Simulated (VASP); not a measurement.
Crystal: ZnS (Wurtzite-4H).

```
Zn S
1.0
     3.82270    0.00000    0.00000
    -1.91135    3.31056    0.00000
     0.00000    0.00000   12.52000
Zn S
4 4
Direct
  0.66667 0.33333 0.75000
  0.33333 0.66667 0.25000
  0.00000 0.00000 0.50000
  0.00000 0.00000 0.00000
  0.66667 0.33333 0.93750
  0.33333 0.66667 0.43750
  0.00000 0.00000 0.68750
  0.00000 0.00000 0.18750
```

Base run:

- Program: VASP 6.6.1
- Functional: revPBE
- Potentials or basis: VASP PAW PBE potentials, release 64 (Zn, S)
- Cutoff: 520 eV
- k mesh: 8 × 8 × 3
- Occupations: fermi-dirac, width 0.05 eV
- Spin: no spin polarisation

Its results: band gap on the k mesh 2.26 eV, direct.

Q: The run is repeated on the same cell with these changes: functional from revPBE to PW91; further incar settings from ALGO = Fast; EDIFF = 1e-07 to ALGO = Normal; EDIFF = 1e-06. What comes out?

A: Band gap on the k mesh 2.12 eV, direct.
